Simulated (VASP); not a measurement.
SrO:

```
Sr O
1.0
     0.00000    2.56630    2.56630
     2.56630    0.00000    2.56630
     2.56630    2.56630    0.00000
Sr O
1 1
Direct
  0.50000 0.50000 0.50000
  0.00000 0.00000 0.00000
```

| Item | Value |
| --- | --- |
| Program | VASP 6.6.1 |
| Task | relaxation of cell and atoms |
| Functional | LDA |
| Potentials or basis | VASP PAW LDA potentials, release 64 (Sr_sv, O) |
| Cutoff | 600 eV |
| k mesh | 10 × 10 × 10 |
| Occupations | gaussian, width 0.03 eV |
| Spin | no spin polarisation |

At the start: pressure -3.2 GPa; volume 16.90 Å³/atom.

**Question.** Where does the relaxation end?

**Answer.** Over 3 steps the energy falls by 5.8 meV/atom and the volume is 16.34 Å³/atom (-3.3 %); space group Fm-3m (No. 225, to 0.05 Å).

The path:
| step | energy change (eV) | largest force (eV/Å) | pressure (GPa) | volume (Å³) |
| --- | --- | --- | --- | --- |
| 1 | 0.0000 | 0.0000 | -3.21 | 33.80 |
| 2 | -0.0089 | 0.0000 | 1.72 | 32.17 |
| 3 | -0.0116 | 0.0000 | 0.02 | 32.69 |

Final structure:
```yaml
crystal:
  lattice:
    - [0.00000, 2.53774, 2.53774]
    - [2.53774, 0.00000, 2.53774]
    - [2.53774, 2.53774, 0.00000]
  atoms:
    - { symbol: Sr, position: [0.50000, 0.50000, 0.50000] }
    - { symbol: O, position: [0.00000, 0.00000, 0.00000] }
```
